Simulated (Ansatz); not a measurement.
Input and output for Os (fcc type): DFT, PBE, all-electron LAPW, scalar-relativistic (Ansatz 0.2.0). This run: fcc relaxed.

The cell comes from a relaxation on PAW files under the same functional, begun from a prototype that needn't be the stable phase.

Command: `ansatz run input.yaml --threads 1 --pin off --max-ram 3072MiB --backend cpu --events-out ev --progress --plain --runs-dir out` It took 18 s on 1 thread of AMD EPYC 9R45 96-Core Processor (Zen 5) (shared host), peak memory 0.61 GiB.

```yaml
crystal:
  lattice:
    - [0.0, 1.927931276, 1.927931276]
    - [1.927931276, 0.0, 1.927931276]
    - [1.927931276, 1.927931276, 0.0]
  atoms:
    - { symbol: Os, position: [0.0, 0.0, 0.0] }
kpoints:
  mp_grid: { grid: [18, 18, 18] }
scf:
  occupations: { method: fermi_dirac, width: 0.05 }
hamiltonian:
  xc: pbe
  pseudopotentials: { kind: all_electron, lapw: { basis_error: 0.0005 } }
output:
  forces: true
  stress: true
  eigenvalues: true
  populations: true
relax:
  f_tol: 0.005
  max_steps: 25
  cell: {}
```

Output:

```
The last accepted step is kept in <dir> (removed where the run ends without a failure and the disk answers)
Os: projections on atomic orbitals take those of the free atom 1s2 2s2 2p6 3s2 3p6 3d10 4s2 4p6 4d10 4f14 5s2 5p6 5d6 6s2, of charge +0.00 (hamiltonian.pseudopotentials.projection_atoms)
LAPW: plane waves up to 9.271 Å⁻¹, error target 5.0e-4 eV per atom; small_component_spin mean_spin; Os in spheres of 1.322 Å, 46 of its electrons in bands, Dirac shells [] (how accurate: hamiltonian.pseudopotentials.lapw.basis_error, Limitations)
Engine: ansatz 0.2.0
Pseudopotentials: kind: all_electron
Pseudopotential: Os, LAPW, valence charge 46, lapw/all_electron/scalar/gaussian/Os, Koelling and Harmon's equation, gaussian nucleus
Functional definition: PBE
  parameter kappa = 0.804
  parameter beta = 0.06672455060314922
  exchange = pbe_x(kappa = kappa, mu = beta*pi^2/3)
  correlation = pbe_c(beta = beta)
Crystal: 1 atoms, lattice volume = 14.332 Å³
Basis set: ecut = 327.4834904453312 eV, 181 PW (Γ), exchange–correlation at level 2
Bands: 28, of which v1, the nominal top of the filled ones, is band 23 counted from 1 (22 counted from 0)
Symmetry: 48 space group operations
Space group: Fm-3m (ITA 225), of the structure as read, at distance tolerance 2.4e-5 Å
k-points: 195 of 5832
Non-local potential: Os, projectors of the file, none
Initial density: superposition of atomic densities (chi_scale 0.1, normalization cell)
Initial wavefunctions: plane waves of lowest kinetic energy (no species holds an atomic orbital)
Functional: x = pbe(κ = 0.804, μ = 0.2195149727645171), c = pbe(β = 0.06672455060314922)
iter 1 solved again at ethr=1.31e-4 eV; its pass at ethr=1.00e-1 eV (dr2=6.04e-2 eV) is discarded
SCF iter   1: F=—  HF=-469425.929693 eV  |F-HF|=—  |Δ(HF+E_count)|=         —  Δρ=2.96e-2  dr2=6.07e-2  ethr=1.31e-4  ⟨swp⟩=3.0  Hψ=33700  notcnv=0
preconditioner: auto → Kerker (q_TF=auto, 3.314 Å⁻¹)  [metal: Δε(μ)=0.039 eV  Ē_g=43.584 eV  σ=0.050 eV  W_gap=0.19  n_scr=14 (ndim 8)  ℏωp=51.9 eV  f_vac=0.000  D(μ)=0.70/eV (n_scr^D=8)]
SCF iter   2: F=—  HF=-469425.786012 eV  |F-HF|=—  |Δ(HF+E_count)|=   1.44e-1  Δρ=1.21e-2  dr2=1.28e-2  ethr=1.31e-4  ⟨swp⟩=2.0  Hψ=16771  notcnv=0
SCF iter   3: F=—  HF=-469425.780481 eV  |F-HF|=—  |Δ(HF+E_count)|=   5.53e-3  Δρ=8.35e-3  dr2=6.93e-3  ethr=2.78e-5  ⟨swp⟩=2.0  Hψ=15837  notcnv=0
SCF iter   4: F=—  HF=-469425.779881 eV  |F-HF|=—  |Δ(HF+E_count)|=   6.00e-4  Δρ=4.63e-3  dr2=2.54e-3  ethr=1.51e-5  ⟨swp⟩=2.0  Hψ=15801  notcnv=0
iter 5 solved again at ethr=4.44e-7 eV; its pass at ethr=5.51e-6 eV (dr2=2.04e-4 eV) is discarded
SCF iter   5: F=—  HF=-469425.780173 eV  |F-HF|=—  |Δ(HF+E_count)|=   2.92e-4  Δρ=1.24e-3  dr2=2.04e-4  ethr=4.44e-7  ⟨swp⟩=2.0  Hψ=26957  notcnv=0
SCF iter   6: F=—  HF=-469425.780201 eV  |F-HF|=—  |Δ(HF+E_count)|=   2.81e-5  Δρ=2.74e-4  dr2=7.89e-6  ethr=4.43e-7  ⟨swp⟩=2.0  Hψ=15837  notcnv=0
SCF iter   7: F=—  HF=-469425.780201 eV  |F-HF|=—  |Δ(HF+E_count)|=   5.54e-7  Δρ=6.73e-5  dr2=6.13e-7  ethr=1.72e-8  ⟨swp⟩=2.0  Hψ=15837  notcnv=0
SCF iter   8: F=-469425.780201 eV  HF=-469425.780201 eV  |F-HF|=6.69e-9  |Δ(HF+E_count)|=   1.22e-7  Δρ=1.77e-5  dr2=3.33e-8  ethr=1.33e-9  ⟨swp⟩=2.0  Hψ=15837  notcnv=0
SCF 1 converged in 8 iterations: F = -469425.780201 eV  dr2 = 3.33e-8
relax step   1: F+E_penalty+E_count = -469425.78020055 eV  Δ(F+E_penalty+E_count) = +0.000e0 eV  max|allowed force component| = 0.000e0 eV/Å  Δτ_max = 0.0000 Å  P = -0.020 GPa  Ω = 14.332 Å³  (8 SCF iters, accepted)
Initial density: handed on by an earlier stage of this run
Initial wavefunctions: those handed on with the density
iter 1 solved again at ethr=5.47e-11 eV; its pass at ethr=1.00e-1 eV (dr2=2.52e-8 eV) is discarded
SCF iter   1: F=—  HF=-469425.780201 eV  |F-HF|=—  |Δ(HF+E_count)|=         —  Δρ=1.59e-5  dr2=3.15e-8  ethr=5.47e-11  ⟨swp⟩=6.7  Hψ=38133  notcnv=0  trunc=9  reapply=121
preconditioner: auto → Kerker (q_TF=auto, 3.314 Å⁻¹)  [metal: Δε(μ)=0.016 eV  Ē_g=44.261 eV  σ=0.050 eV  W_gap=0.08  n_scr=14 (ndim 8)  ℏωp=51.9 eV  f_vac=0.000  D(μ)=0.79/eV (n_scr^D=8)]
SCF iter   2: F=-469425.780201 eV  HF=-469425.780201 eV  |F-HF|=3.67e-9  |Δ(HF+E_count)|=  3.49e-10  Δρ=1.22e-5  dr2=1.95e-8  ethr=5.47e-11  ⟨swp⟩=2.0  Hψ=15837  notcnv=0
SCF 2 converged in 2 iterations: F = -469425.780201 eV  dr2 = 1.95e-8
relax step   2: F+E_penalty+E_count = -469425.78020055 eV  Δ(F+E_penalty+E_count) = -3.900e-9 eV  max|allowed force component| = 0.000e0 eV/Å  Δτ_max = 0.0000 Å  P = -0.020 GPa  Ω = 14.332 Å³  stress off target by 2.01e-2 GPa  SCF on the basis re-selected at this cell (its energy is not comparable with the rows above)  (2 SCF iters)
basis re-selected at this cell: Δ(F+E_penalty+E_count) = -3.900e-9 eV, ΔP = -0.000 GPa vs the last step (what re-selecting the basis moved, after the strain that the cell walked since its last selection, with what the two solves' SCF thresholds leave and, on support functions, any second-order correction that the steps lacked; it is no measure of the basis error at this ecutwfc). This SCF's stress stands 2.01e-2 GPa from its target on what of the cell is left free (relax.cell.stress_tol is 5.00e-2 GPa) and its largest allowed force component is 0.00e0 eV/Å (relax.f_tol is 5.00e-3 eV/Å): within both
SCF converged after 2 iterations
Free energy (F): -469425.780201 eV
Harris-Foulkes:  -469425.780201 eV  (|F-HF|=3.67e-9)
Internal energy: -469425.773648 eV  (E = F + TS)
E sigma→0 (E₀):  -469425.776924 eV
Entropy (-TS):   -0.006552 eV (-6.552 meV/atom)
Fermi energy:    31.677473 eV
--- Per-component energies (eV) ---
  E_band       = -5145.382530
  E_kinetic    = 529312.226153
  E_xc         = -9258.940692
  E_electrostatic = -989479.059109  (all electrons and nuclei)
  E_smearing   = -0.006552  (= −TS)
  E_closure    = 0.000000  (closes the sum)
  E_atoms      = -469414.911302  (free atoms, spherical and without spin; not in F)
  Σ components = -469425.780201   (vs F -469425.780201, Δ=0.00e0)
  Basis errors (estimates in eV, not in F): energy 1.3e-4 per atom: plane waves 1.0e-4 (5.5e-5 summed), levels above the bands 1.5e-161, relativity 3.7e-8, radial functions 2.1e-5, core shells 1.8e-8; eigenvalues (radial functions only) 1.7e-6; not estimated: angular momenta, meshes, grids; target (lapw.basis_error) 5.0e-4; muffin-tin radii Os 1.322 Å
--- Forces (eV/Å), atoms counted from 1 ---
  atom   1  Os    -0.00000000    -0.00000000    -0.00000000
  max |Σ_I F_I| component: 8.87e-31 eV/Å
--- Stress (GPa, compression-positive) ---
       -0.020113       0.000000       0.000000
        0.000000      -0.020113       0.000000
        0.000000       0.000000      -0.020113
  P = ⅓ Tr σ = -0.0201 GPa (-0.201 kbar)
--- Band table (eV; the first three rows and the last of 195) ---
  k-point 0: bands = ["-434.1525", "-434.1525", "-434.1525", "-235.6878", "-235.6878", "-235.6878", "-235.6718", "-235.6718", "-54.7267", "-15.2618", "-15.2357", "-15.2357", "-15.2357", "-15.2297", "-15.2297", "-15.2297", "-13.6438", "-13.6438", "-13.6438", "21.0921", "28.8161", "28.8161", "28.8161", "31.7700", "31.7700", "45.0623", "50.6572", "50.6572"]
  k-point 1: bands = ["-434.1525", "-434.1525", "-434.1525", "-235.6878", "-235.6878", "-235.6878", "-235.6718", "-235.6718", "-54.7240", "-15.2615", "-15.2357", "-15.2354", "-15.2354", "-15.2302", "-15.2302", "-15.2297", "-13.6755", "-13.6480", "-13.6480", "21.2346", "28.7284", "28.8802", "28.8802", "31.7220", "31.7220", "45.3248", "50.0166", "50.9052"]
  k-point 2: bands = ["-434.1525", "-434.1525", "-434.1525", "-235.6878", "-235.6878", "-235.6878", "-235.6718", "-235.6718", "-54.7162", "-15.2606", "-15.2358", "-15.2347", "-15.2347", "-15.2316", "-15.2316", "-15.2296", "-13.7661", "-13.6601", "-13.6601", "21.6463", "28.5034", "29.0479", "29.0479", "31.6158", "31.6158", "46.0424", "48.7438", "51.6280"]
  k-point 194: bands = ["-434.1525", "-434.1525", "-434.1525", "-235.6878", "-235.6878", "-235.6878", "-235.6718", "-235.6718", "-54.6065", "-15.2475", "-15.2469", "-15.2464", "-15.2419", "-15.2301", "-15.2293", "-15.2285", "-14.3493", "-14.2497", "-14.0216", "26.0121", "27.1336", "28.2485", "31.0528", "34.7852", "40.9470", "41.0348", "42.1733", "46.1172"]
--- Relaxed structure (1 steps of the walk, 1 accepted, 1 SCFs on fresh bases) ---
  F+E_penalty+E_count = -469425.78020055 eV   max|allowed force component| = 0.000e0 eV/Å   (the final SCF, on the basis selected at the relaxed cell)
  cell:  # Å, volume = 14.3319 Å³
    - [0.0, 1.927931276, 1.927931276]
    - [1.927931276, 0.0, 1.927931276]
    - [1.927931276, 1.927931276, 0.0]
  atoms:
    - { symbol: Os, position: [0.0, 0.0, 0.0] }
--- Löwdin populations: 1 site ---
  site symbol       q [e]
     0     Os     75.8223
  spilling = 0.002339 (of n_electrons = 76.000000)
```

populations.tsv:

```
# site	symbol	l	j	q
# orbitals = lowdin
# n_electrons = 76.000000
# spilling = 0.002339
# projection_atom_Os: 1s2 2s2 2p6 3s2 3p6 3d10 4s2 4p6 4d10 4f14 5s2 5p6 5d6 6s2
0	Os	0_1S	-	2.000000
0	Os	0_2S	-	1.999988
0	Os	0_3S	-	1.999848
0	Os	0_4S	-	1.998465
0	Os	0_5S	-	1.976592
0	Os	0_6S	-	0.964573
0	Os	1_2P	-	6.000000
0	Os	1_3P	-	5.999999
0	Os	1_4P	-	5.999966
0	Os	1_5P	-	5.996059
0	Os	2_3D	-	10.000000
0	Os	2_4D	-	9.999971
0	Os	2_5D	-	6.886874
0	Os	3_4F	-	13.999924
```

Next run (bcc relaxed), as changes to the input before:

```diff
   lattice:
-    - [0.0, 1.927931276, 1.927931276]
-    - [1.927931276, 0.0, 1.927931276]
-    - [1.927931276, 1.927931276, 0.0]
+    - [-1.5459096614, 1.5459096614, 1.5459096614]
+    - [1.5459096614, -1.5459096614, 1.5459096614]
+    - [1.5459096614, 1.5459096614, -1.5459096614]
   atoms:
 kpoints:
-  mp_grid: { grid: [18, 18, 18] }
+  mp_grid: { grid: [19, 19, 19] }
 scf:
```

Command: `ansatz run input.yaml --threads 1 --pin off --max-ram 3072MiB --backend cpu --events-out ev --progress --plain --runs-dir out` It took 19 s on 1 thread of AMD EPYC 9R45 96-Core Processor (Zen 5), on a shared host, peak memory 0.61 GiB.

Results part of the output:

```
basis re-selected at this cell: Δ(F+E_penalty+E_count) = -1.222e-9 eV, ΔP = +0.000 GPa vs the last step (what re-selecting the basis moved, after the strain that the cell walked since its last selection, with what the two solves' SCF thresholds leave and, on support functions, any second-order correction that the steps lacked; it is no measure of the basis error at this ecutwfc). This SCF's stress stands 4.52e-2 GPa from its target on what of the cell is left free (relax.cell.stress_tol is 5.00e-2 GPa) and its largest allowed force component is 0.00e0 eV/Å (relax.f_tol is 5.00e-3 eV/Å): within both
SCF converged after 2 iterations
Free energy (F): -469425.026192 eV
Harris-Foulkes:  -469425.026192 eV  (|F-HF|=8.15e-10)
Internal energy: -469425.013187 eV  (E = F + TS)
E sigma→0 (E₀):  -469425.019690 eV
Entropy (-TS):   -0.013006 eV (-13.006 meV/atom)
Fermi energy:    31.016344 eV
--- Per-component energies (eV) ---
  E_band       = -5188.064073
  E_kinetic    = 529311.014029
  E_xc         = -9258.627874
  E_electrostatic = -989477.399341  (all electrons and nuclei)
  E_smearing   = -0.013006  (= −TS)
  E_closure    = 0.000000  (closes the sum)
  E_atoms      = -469414.911302  (free atoms, spherical and without spin; not in F)
  Σ components = -469425.026192   (vs F -469425.026192, Δ=0.00e0)
  Basis errors (estimates in eV, not in F): energy 1.4e-4 per atom: plane waves 1.2e-4 (6.4e-5 summed), levels above the bands 1.5e-159, relativity 3.3e-8, radial functions 2.0e-5, core shells 3.2e-8; eigenvalues (radial functions only) 8.5e-7; not estimated: angular momenta, meshes, grids; target (lapw.basis_error) 5.0e-4; muffin-tin radii Os 1.299 Å
--- Forces (eV/Å), atoms counted from 1 ---
  atom   1  Os    -0.00000000    -0.00000000    -0.00000000
  max |Σ_I F_I| component: 1.31e-30 eV/Å
--- Stress (GPa, compression-positive) ---
       -0.045180       0.000000      -0.000000
        0.000000      -0.045180      -0.000000
       -0.000000      -0.000000      -0.045180
  P = ⅓ Tr σ = -0.0452 GPa (-0.452 kbar)
--- Band table (eV; the first three rows and the last of 220) ---
  k-point 0: bands = ["-435.0969", "-435.0969", "-435.0969", "-236.6395", "-236.6395", "-236.6159", "-236.6159", "-236.6159", "-55.6717", "-16.1883", "-16.1883", "-16.1883", "-16.1868", "-16.1868", "-16.1868", "-16.1478", "-14.6335", "-14.6335", "-14.6335", "20.2542", "27.7331", "27.7331", "27.7331", "30.9373", "30.9373", "46.2628", "46.2628", "46.2628"]
  k-point 1: bands = ["-435.0969", "-435.0969", "-435.0969", "-236.6395", "-236.6395", "-236.6159", "-236.6159", "-236.6159", "-55.6694", "-16.1885", "-16.1884", "-16.1884", "-16.1866", "-16.1865", "-16.1865", "-16.1482", "-14.6596", "-14.6421", "-14.6335", "20.3851", "27.6663", "27.7258", "27.8523", "30.8386", "30.9406", "46.3556", "46.4736", "46.5039"]
  k-point 2: bands = ["-435.0969", "-435.0969", "-435.0969", "-236.6395", "-236.6395", "-236.6159", "-236.6159", "-236.6159", "-55.6627", "-16.1892", "-16.1887", "-16.1885", "-16.1862", "-16.1858", "-16.1855", "-16.1495", "-14.7347", "-14.6668", "-14.6335", "20.7660", "27.4782", "27.6896", "28.2060", "30.6077", "30.9539", "46.5779", "47.0915", "47.1088"]
  k-point 219: bands = ["-435.0969", "-435.0969", "-435.0969", "-236.6395", "-236.6395", "-236.6159", "-236.6159", "-236.6159", "-55.5205", "-16.1985", "-16.1984", "-16.1984", "-16.1779", "-16.1720", "-16.1720", "-16.1720", "-15.2879", "-15.2837", "-15.2837", "23.8973", "23.9144", "33.1423", "33.1423", "33.2861", "38.3422", "38.9023", "38.9023", "46.3142"]
--- Relaxed structure (1 steps of the walk, 1 accepted, 1 SCFs on fresh bases) ---
  F+E_penalty+E_count = -469425.02619239 eV   max|allowed force component| = 0.000e0 eV/Å   (the final SCF, on the basis selected at the relaxed cell)
  cell:  # Å, volume = 14.7779 Å³
    - [-1.5459096614, 1.5459096614, 1.5459096614]
    - [1.5459096614, -1.5459096614, 1.5459096614]
    - [1.5459096614, 1.5459096614, -1.5459096614]
  atoms:
    - { symbol: Os, position: [0.0, 0.0, 0.0] }
--- Löwdin populations: 1 site ---
  site symbol       q [e]
     0     Os     75.8182
  spilling = 0.002391 (of n_electrons = 76.000000)
```

Next run (hcp relaxed), as changes to the input before:

```diff
   lattice:
-    - [-1.5459096614, 1.5459096614, 1.5459096614]
-    - [1.5459096614, -1.5459096614, 1.5459096614]
-    - [1.5459096614, 1.5459096614, -1.5459096614]
+    - [2.7554753047, 0.0, 0.0]
+    - [-1.3777376524, 2.3863116134, 0.0]
+    - [0.0, 0.0, 4.3424529262]
   atoms:
-    - { symbol: Os, position: [0.0, 0.0, 0.0] }
+    - { symbol: Os, position: [0.3333333333, 0.6666666667, 0.25] }
+    - { symbol: Os, position: [0.6666666667, 0.3333333333, 0.75] }
 kpoints:
-  mp_grid: { grid: [19, 19, 19] }
+  mp_grid: { grid: [17, 17, 9] }
 scf:
```

Results part of the output:

```
basis re-selected at this cell: Δ(F+E_penalty+E_count) = +1.863e-9 eV, ΔP = -0.000 GPa vs the last step (what re-selecting the basis moved, after the strain that the cell walked since its last selection, with what the two solves' SCF thresholds leave and, on support functions, any second-order correction that the steps lacked; it is no measure of the basis error at this ecutwfc). This SCF's stress stands 6.52e-3 GPa from its target on what of the cell is left free (relax.cell.stress_tol is 5.00e-2 GPa) and its largest allowed force component is 1.85e-17 eV/Å (relax.f_tol is 5.00e-3 eV/Å): within both
SCF converged after 2 iterations
Free energy (F): -938851.832535 eV
Harris-Foulkes:  -938851.832535 eV  (|F-HF|=1.86e-9)
Internal energy: -938851.822907 eV  (E = F + TS)
E sigma→0 (E₀):  -938851.827721 eV
Entropy (-TS):   -0.009628 eV (-4.814 meV/atom)
Fermi energy:    31.994035 eV
--- Per-component energies (eV) ---
  E_band       = -10281.099761
  E_kinetic    = 1058624.859104
  E_xc         = -18517.965332
  E_electrostatic = -1978958.716679  (all electrons and nuclei)
  E_smearing   = -0.009628  (= −TS)
  E_closure    = 0.000000  (closes the sum)
  E_atoms      = -938829.822605  (free atoms, spherical and without spin; not in F)
  Σ components = -938851.832535   (vs F -938851.832535, Δ=0.00e0)
[... lines left out ...]
  k-point 1: bands = ["-434.0508", "-434.0508", "-434.0426", "-434.0426", "-434.0426", "-434.0426", "-235.5864", "-235.5864", "-235.5716", "-235.5716", "-235.5716", "-235.5716", "-235.5710", "-235.5710", "-235.5710", "-235.5710", "-54.6184", "-54.5177", "-15.1486", "-15.1392", "-15.1392", "-15.1381", "-15.1355", "-15.1344", "-15.1287", "-15.1287", "-15.1256", "-15.1256", "-15.1234", "-15.1234", "-15.1194", "-15.1185", "-14.5556", "-13.7095", "-13.7095", "-13.5520", "-13.5520", "-13.5247", "21.3526", "24.3738", "28.8987", "28.8987", "29.1874", "29.7180", "29.7180", "30.6604", "30.6604", "31.5045", "33.6324", "33.6324", "41.4896", "44.9498", "48.3761", "48.4068", "51.9973", "51.9973"]
  k-point 2: bands = ["-434.0508", "-434.0508", "-434.0426", "-434.0426", "-434.0426", "-434.0426", "-235.5864", "-235.5864", "-235.5716", "-235.5716", "-235.5716", "-235.5716", "-235.5710", "-235.5710", "-235.5710", "-235.5710", "-54.6091", "-54.5271", "-15.1479", "-15.1396", "-15.1393", "-15.1393", "-15.1352", "-15.1341", "-15.1314", "-15.1314", "-15.1243", "-15.1243", "-15.1218", "-15.1218", "-15.1193", "-15.1185", "-14.4647", "-13.6951", "-13.6951", "-13.6248", "-13.5667", "-13.5667", "21.7918", "24.3951", "28.7457", "28.7457", "28.9518", "29.4673", "29.4673", "30.4006", "31.2034", "31.2034", "33.6294", "33.6294", "43.2139", "44.5491", "47.3258", "49.7803", "50.9865", "50.9865"]
  k-point 164: bands = ["-434.0508", "-434.0508", "-434.0426", "-434.0426", "-434.0426", "-434.0426", "-235.5864", "-235.5864", "-235.5716", "-235.5716", "-235.5716", "-235.5716", "-235.5710", "-235.5710", "-235.5710", "-235.5710", "-54.5104", "-54.5091", "-15.1398", "-15.1396", "-15.1390", "-15.1388", "-15.1381", "-15.1363", "-15.1338", "-15.1335", "-15.1250", "-15.1250", "-15.1236", "-15.1229", "-15.1226", "-15.1218", "-14.3685", "-14.3602", "-14.1296", "-14.0704", "-13.6943", "-13.6844", "26.1188", "26.2506", "27.0712", "27.2978", "28.5770", "28.6283", "30.5335", "30.8922", "33.5313", "33.6448", "39.3990", "39.7280", "41.1647", "41.6119", "42.8633", "43.7909", "50.7880", "50.9399"]
--- Relaxed structure (1 steps of the walk, 1 accepted, 1 SCFs on fresh bases) ---
  F+E_penalty+E_count = -938851.83253515 eV   max|allowed force component| = 1.850e-17 eV/Å   (the final SCF, on the basis selected at the relaxed cell)
  cell:  # Å, volume = 28.5535 Å³
    - [2.7554753047168203, 2.8867519146013058e-11, 0.0]
    - [-1.3777376523834102, 2.386311613371, 0.0]
    - [0.0, 0.0, 4.3424529262]
  atoms:
    - { symbol: Os, position: [0.33333333333333337, 0.6666666666666667, 0.25] }
    - { symbol: Os, position: [0.6666666666666666, 0.33333333333333337, 0.7500000000000001] }
--- Löwdin populations: 2 sites ---
  site symbol       q [e]
     0     Os     75.8154
     1     Os     75.8154
  spilling = 0.002429 (of n_electrons = 152.000000)
```

Spin–orbit coupling is left out, which matters for the heavy atoms.
